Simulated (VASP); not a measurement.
# P (Cmce) in VASP: band structure with PBEsol

Aim: the band structure of P with PBEsol.

Everything below comes from runs of VASP 6.6.1. Logs are shortened: lines on timing, memory, paths and dates and some standing lists are left out, and cuts for length are marked.

### 1 The structure

It takes space group Cmce (No. 64, orthorhombic). Conventional cell: a = 3.315 Å, b = 10.313 Å, c = 4.214 Å, α = 90.00°, β = 90.00°, γ = 90.00°. Around P (site symmetry m) lie 3 P at 2.23 to 2.25 Å.

### 2 Band structure, PBEsol

INCAR reads:

```
PREC     = Accurate       # precision mode
ENCUT    = 520            # plane-wave cutoff, eV
EDIFF    = 1E-7           # SCF threshold, eV
ISMEAR   = 0              # smearing method
SIGMA    = 0.02           # smearing width, eV
LREAL    = False          # projectors in reciprocal space
LASPH    = True           # aspherical terms in the spheres
NELM     = 100            # most SCF steps
ALGO     = Normal         # electronic algorithm
ISIF     = 2              # what is computed and relaxed
LWAVE    = False          # write WAVECAR
LCHARG   = False          # write CHGCAR
GGA      = PS             # functional
```

KPOINTS reads:

```
Automatic mesh
0
Gamma
  10 10 8
```

POSCAR reads:

```
P                                       
1.0
    1.6574486654     -5.1563273372      0.0000000000
    1.6574486654      5.1563273372      0.0000000000
    0.0000000000      0.0000000000      4.2136156553
  P             
     4
Direct
     0.8952001421457965    0.1047998578542035    0.0738332530714914
     0.6047998578542035    0.3952001421457965    0.5738332530714914
     0.1047998578542035    0.8952001421457965    0.9261667469285086
     0.3952001421457965    0.6047998578542035    0.4261667469285086
```

KPOINTS_OPT reads:

```
path GXSRAZGYX1A1TY,ZT
20
line-mode
reciprocal
 0.0000000000  0.0000000000  0.0000000000  G
 0.2750161111  0.2750161111  0.0000000000  X

 0.2750161111  0.2750161111  0.0000000000  X
 0.0000000000  0.5000000000  0.0000000000  S

 0.0000000000  0.5000000000  0.0000000000  S
 0.0000000000  0.5000000000  0.5000000000  R

 0.0000000000  0.5000000000  0.5000000000  R
 0.2750161111  0.2750161111  0.5000000000  A

 0.2750161111  0.2750161111  0.5000000000  A
 0.0000000000  0.0000000000  0.5000000000  Z

 0.0000000000  0.0000000000  0.5000000000  Z
 0.0000000000  0.0000000000  0.0000000000  G

 0.0000000000  0.0000000000  0.0000000000  G
-0.5000000000  0.5000000000  0.0000000000  Y

-0.5000000000  0.5000000000  0.0000000000  Y
-0.2750161111  0.7249838889  0.0000000000  X1

-0.2750161111  0.7249838889  0.0000000000  X1
-0.2750161111  0.7249838889  0.5000000000  A1

-0.2750161111  0.7249838889  0.5000000000  A1
-0.5000000000  0.5000000000  0.5000000000  T

-0.5000000000  0.5000000000  0.5000000000  T
-0.5000000000  0.5000000000  0.0000000000  Y

 0.0000000000  0.0000000000  0.5000000000  Z
-0.5000000000  0.5000000000  0.5000000000  T
```

Potentials or basis: VASP PAW PBE potentials, release 64 (P).

On the command line:

```bash
$ cat potpaw_PBE.64/P/POTCAR > POTCAR
$ mpirun -np 1 vasp_std > vasp.out
```

OUTCAR:

```text
PREC = Accurate
   ENCUT = 520
   EDIFF = 1E-7
   ISMEAR = 0
   LREAL = False
   LASPH = True
   NELM = 100
   ISIF = 2
   GGA = PS

 ion  position               nearest neighbor table
   1  0.895  0.105  0.074-   4 2.23   4 2.23   3 2.25
   2  0.605  0.395  0.574-   3 2.23   3 2.23   4 2.25
   3  0.105  0.895  0.926-   2 2.23   2 2.23   1 2.25
   4  0.395  0.605  0.426-   1 2.23   1 2.23   2 2.25

  LATTYP: Found a base centered orthorhombic cell.
 ALAT       =     3.3148973308
 B/A-ratio  =     3.1110027386
 C/A-ratio  =     1.2711149803

  Lattice vectors:

 A1 = (   1.6574486654,  -5.1563273372,   0.0000000000)
 A2 = (   1.6574486654,   5.1563273372,   0.0000000000)
 A3 = (   0.0000000000,   0.0000000000,   4.2136156553)

Analysis of symmetry for initial positions (statically):
=====================================================================
 Subroutine PRICEL returns:
 Original cell was already a primitive cell.

 Routine SETGRP: Setting up the symmetry group for a
 base centered orthorhombic supercell.

 Subroutine GETGRP returns: Found  8 space group operations
 (whereof  4 operations were pure point group operations)
 out of a pool of  8 trial point group operations.

The static configuration has the point symmetry C_2h.
 The point group associated with its full space group is D_2h.

Analysis of symmetry for dynamics (positions and initial velocities):
=====================================================================
 Subroutine PRICEL returns:
 Original cell was already a primitive cell.

 Routine SETGRP: Setting up the symmetry group for a
 base centered orthorhombic supercell.

 Subroutine GETGRP returns: Found  8 space group operations
 (whereof  4 operations were pure point group operations)
 out of a pool of  8 trial point group operations.

The dynamic configuration has the point symmetry C_2h.
 The point group associated with its full space group is D_2h.

 Subroutine INISYM returns: Found  8 space group operations
 (whereof  4 operations are pure point group operations),
 and found     1 'primitive' translations

----------------------------------------------------------------------------------------

                                     Primitive cell

  volume of cell :      72.0221

  direct lattice vectors                    reciprocal lattice vectors
     1.657448665 -5.156327337  0.000000000     0.301668468 -0.096968243  0.000000000
     1.657448665  5.156327337  0.000000000     0.301668468  0.096968243  0.000000000
     0.000000000  0.000000000  4.213615655     0.000000000  0.000000000  0.237325870

  length of vectors
     5.416165404  5.416165404  4.213615655     0.316870170  0.316870170  0.237325870

  position of ions in fractional coordinates (direct lattice)
     0.895200142  0.104799858  0.073833253
     0.604799858  0.395200142  0.573833253
     0.104799858  0.895200142  0.926166747
     0.395200142  0.604799858  0.426166747

  ion indices of the primitive-cell ions
   primitive index   ion index
                 1           1
                 2           2
                 3           3
                 4           4

----------------------------------------------------------------------------------------

 KPOINTS: Automatic mesh

Automatic generation of k-mesh.
 Grid dimensions read from file:
 generate k-points for:   10   10    8

 Generating k-lattice:

  Cartesian coordinates                     Fractional coordinates (reciprocal lattice)
     0.030166847 -0.009696824  0.000000000     0.100000000 -0.000000000  0.000000000
     0.030166847  0.009696824  0.000000000    -0.000000000  0.100000000  0.000000000
     0.000000000  0.000000000  0.029665734     0.000000000  0.000000000  0.125000000

  Length of vectors
     0.031687017  0.031687017  0.029665734

  Shift w.r.t. Gamma in fractional coordinates (k-lattice)
     0.000000000  0.000000000  0.000000000

 Subroutine IBZKPT returns following result:
 ===========================================

 Found    155 irreducible k-points:

 Following reciprocal coordinates:
            Coordinates               Weight
  0.000000  0.000000  0.000000      1.000000
  0.100000  0.000000  0.000000      4.000000
  0.200000  0.000000  0.000000      4.000000
  0.300000  0.000000  0.000000      4.000000
  0.400000  0.000000  0.000000      4.000000
  0.500000  0.000000  0.000000      2.000000
[... 16 lines left out ...]
  0.300000  0.300000  0.000000      2.000000
  0.400000  0.300000  0.000000      4.000000
 [... further k-points ...]
   k-points           NKPTS =    155   k-points in BZ     NKDIM =    155   number of bands    NBANDS=     14
   number of dos      NEDOS =    301   number of ions     NIONS =      4
   total plane-waves  NPLWV =  51200
   dimension x,y,z NGX =    40 NGY =   40 NGZ =   32
   dimension x,y,z NGXF=    80 NGYF=   80 NGZF=   64
   ions per type =               4
   NGX,Y,Z   is equivalent  to a cutoff of  12.28, 12.28, 12.63 a.u.
   NGXF,Y,Z  is equivalent  to a cutoff of  24.56, 24.56, 25.25 a.u.
 SYSTEM =  unknown system
   PREC   = accura    normal or accurate (medium, high low for compatibility)
   ISTART =      0    job   : 0-new  1-cont  2-samecut
   ICHARG =      2    charge: 1-file 2-atom 10-const
   ISPIN  =      1    spin polarized calculation?
   LNONCOLLINEAR =      F non collinear calculations
   LSORBIT =      F    spin-orbit coupling
   LASPH  =      T    aspherical Exc in radial PAW
   ENCUT  =  520.0 eV  38.22 Ry    6.18 a.u.  10.07 10.07  7.83*2*pi/ulx,y,z
   NELM   =    100;   NELMIN=  2; NELMDL= -5     # of ELM steps
   EDIFF  = 0.1E-06   stopping-criterion for ELM
   LREAL  =      F    real-space projection
   EDIFFG = 0.1E-05   stopping-criterion for IOM
   NSW    =      0    number of steps for IOM
   IBRION =     -1    ionic relax: 0-MD 1-quasi-New 2-CG
   NFREE  =      0    steps in history (QN), initial steepest desc. (CG)
   ISIF   =      2    stress and relaxation
   ISYM   =      2    0-nonsym 1-usesym 2-fastsym
   POTIM  = 0.5000    time-step for ionic-motion
   TEBEG  =    0.0;   TEEND  =   0.0 temperature during run
   PSTRESS=    0.0 pullay stress
   NELECT =      20.0000    total number of electrons
   NUPDOWN=      -1.0000    fix difference up-down
   EMIN   =  10.00;   EMAX   =-10.00  energy-range for DOS
   EFERMI =   0.00;   METHOD = LEGACY
   ISMEAR =     0;   SIGMA  =   0.02  broadening in eV -4-tet -1-fermi 0-gaus
   EFERMI_NEDOS =   21; number of points for ismear=-14 and -15
   IALGO  =     38    algorithm
   IMIX   =      4    mixing-type and parameters
     AMIX     =   0.40;   BMIX     =  1.00
     AMIX_MAG =   1.60;   BMIX_MAG =  1.00
  volume/ion in A,a.u.               =      18.01       121.51
  Fermi-wavevector in a.u.,A,eV,Ry     =   1.068062  2.018344 15.520924  1.140756
  Thomas-Fermi vector in A             =   2.203698
   LORBIT       =      0    0 simple, 1 ext, 2 COOP (PROOUT), +10 PAW based schemes
   GGA     = PS    functional components
   LHFCALC =     F    Hartree Fock is set to
   AEXX    =    0.0000 exact exchange contribution
   IVDW    =     0    specifies the selected vdW correction
   LEPSILON=     F    determine dielectric tensor
   LRPA    =     F    only Hartree local field effects (RPA)
 non-spin polarized calculation
 Gauss-broadening in eV      SIGMA  =   0.02
  energy-cutoff  :      520.00
  volume of cell :       72.02
 maximum number of plane-waves:      1958
   NGX = 21   NGY = 21   NGZ = 15

 number of electron      20.0000001 magnetization

 Free energy of the ion-electron system (eV)
  ---------------------------------------------------
  ext. energy  EPLUGINS =         0.00000000
  ---------------------------------------------------
  free energy    TOTEN  =       -23.04935242 eV

  energy without entropy =      -23.04925816  energy(sigma->0) =      -23.04930529

 E-fermi :   7.1601     XC(G=0): -10.2892

 val. band max:        7.0815109591   @ k =  -0.4000   0.3000   0.0000
 cond. band min:       7.1688019901   @ k =   0.5000   0.2000   0.0000
 fundamental gap:      0.0872910311
 Fermi energy:         7.1600515904

 k-point     1 :       0.0000    0.0000    0.0000
  band No.  band energies     occupation
      1      -8.8507      2.00000
      2      -5.5810      2.00000
      3      -2.0931      2.00000
      4      -0.1290      2.00000
      5       1.9952      2.00000
      6       2.7866      2.00000
      7       3.0708      2.00000
      8       4.2115      2.00000
      9       4.5350      2.00000
     10       5.7656      2.00000
     11       8.0247      0.00000
     12       8.2768      0.00000
     13       9.0120      0.00000
     14      10.4756      0.00000

 k-point     2 :       0.1000    0.0000    0.0000
  band No.  band energies     occupation
      1      -8.7242      2.00000
      2      -5.4782      2.00000
      3      -2.1921      2.00000
      4       0.0017      2.00000
      5       2.1113      2.00000
      6       2.2751      2.00000
      7       2.5197      2.00000
      8       4.2663      2.00000
      9       4.2835      2.00000
     10       5.9203      2.00000
     11       8.1605      0.00000
     12       9.1339      0.00000
     13       9.8477      0.00000
     14       9.9247      0.00000
[... 343 lines left out ...]
      1      -6.6828      2.00000
      2      -4.8027      2.00000
      3      -4.4038      2.00000
      4      -1.3361      2.00000
      5       1.6943      2.00000
      6       2.3323      2.00000
      7       3.0593      2.00000
      8       3.8111      2.00000
      9       4.6021      2.00000
     10       5.0628      2.00000
     11       7.5186      0.00000
     12       7.9588      0.00000
     13       8.2569      0.00000
     14       9.3855      0.00000

 k-point    24 :       0.4000    0.3000    0.0000
  band No.  band energies     occupation
      1      -7.4905      2.00000
      2      -5.2400      2.00000
      3      -3.6088      2.00000
      4       0.0094      2.00000
      5       1.4792      2.00000
      6       1.9539      2.00000
      7       2.4261      2.00000
      8       3.5572      2.00000
      9       5.4499      2.00000
     10       5.5814      2.00000
     11       7.2719      0.00000
     12       7.9004      0.00000
     13       9.0461      0.00000
     14      10.2575      0.00000

 [... further k-points ...]

------------------------ aborting loop because EDIFF is reached ----------------------------------------

  FORCE on cell =-STRESS in cart. coord.  units (eV):
  Direction    XX          YY          ZZ          XY          YZ          ZX
  --------------------------------------------------------------------------------------
  -------------------------------------------------------------------------------------
  Total       -0.0066530     -0.0035476      0.0039924      0.0000000     -0.0000000      0.0000000
  in kB       -0.1480014     -0.0789176      0.0888143      0.0000000     -0.0000000      0.0000000
  external PRESSURE =      -0.0460349 kB  Pullay stress =       0.0000000 kB

 VOLUME and BASIS-vectors are now :
 -----------------------------------------------------------------------------
  energy-cutoff  :      520.00
  volume of cell :       72.02
      direct lattice vectors                 reciprocal lattice vectors
     1.657448665 -5.156327337  0.000000000     0.301668468 -0.096968243  0.000000000
     1.657448665  5.156327337  0.000000000     0.301668468  0.096968243  0.000000000
     0.000000000  0.000000000  4.213615655     0.000000000  0.000000000  0.237325870

 POSITION                                       TOTAL-FORCE (eV/Angst)
 -----------------------------------------------------------------------------------
      1.65745     -4.07556      0.31110         0.000000      0.000203      0.000602
      1.65745     -1.08076      2.41791         0.000000     -0.000203      0.000602
      1.65745      4.07556      3.90251         0.000000     -0.000203     -0.000602
      1.65745      1.08076      1.79570         0.000000      0.000203     -0.000602
 -----------------------------------------------------------------------------------
    total drift:                                0.000000     -0.000000      0.000000

  FREE ENERGIE OF THE ION-ELECTRON SYSTEM (eV)
  ---------------------------------------------------
  free  energy   TOTEN  =       -23.0493524160 eV

  energy  without entropy=      -23.0492581595  energy(sigma->0) =      -23.04930529
```

It took 3.9 min on 1 thread of Intel Xeon Platinum 8259CL at 2.50GHz (Skylake/Cascade Lake), shared host; peak memory 0.35 GiB.

Results:

```
Free energy             : -23.0494 eV
Pressure                : 0.0 GPa
Band gap along the path : none (metal or under the smearing width)
```

Levels at the corners of the path, in eV from the Fermi level:
```
point  band 8  band 9  band 10  band 11  band 12  band 13
    Γ   -2.95   -2.63    -1.39     0.86     1.12     1.85
    X   -3.28   -2.90    -2.23     0.51     0.65     1.07
    X   -3.28   -2.90    -2.23     0.51     0.65     1.07
    S   -3.30   -2.71    -2.71     0.75     0.75     0.96
    S   -3.30   -2.71    -2.71     0.75     0.75     0.96
    R   -5.78   -2.12    -2.12     1.52     1.52     4.50
    R   -5.78   -2.12    -2.12     1.52     1.52     4.50
    A   -4.79   -2.14    -2.14     1.94     1.94     3.99
    A   -4.79   -2.14    -2.14     1.94     1.94     3.99
    Z   -3.11   -1.00    -1.00     1.43     1.43     2.28
    Z   -3.11   -1.00    -1.00     1.43     1.43     2.28
    Γ   -2.95   -2.63    -1.39     0.86     1.12     1.85
    Γ   -2.95   -2.63    -1.39     0.86     1.12     1.85
    Y   -2.19   -1.86    -0.42     0.44     0.53     2.37
    Y   -2.19   -1.86    -0.42     0.44     0.53     2.37
   X1   -3.28   -2.90    -2.23     0.51     0.65     1.07
   X1   -3.28   -2.90    -2.23     0.51     0.65     1.07
   A1   -4.79   -2.14    -2.14     1.94     1.94     3.99
   A1   -4.79   -2.14    -2.14     1.94     1.94     3.99
    T   -2.54   -1.37    -1.37     1.27     1.27     2.61
    T   -2.54   -1.37    -1.37     1.27     1.27     2.61
    Y   -2.19   -1.86    -0.42     0.44     0.53     2.37
    Z   -3.11   -1.00    -1.00     1.43     1.43     2.28
    T   -2.54   -1.37    -1.37     1.27     1.27     2.61
```

Caveat: the PAW data sets were made with another functional, which shifts forces and pressure a little.
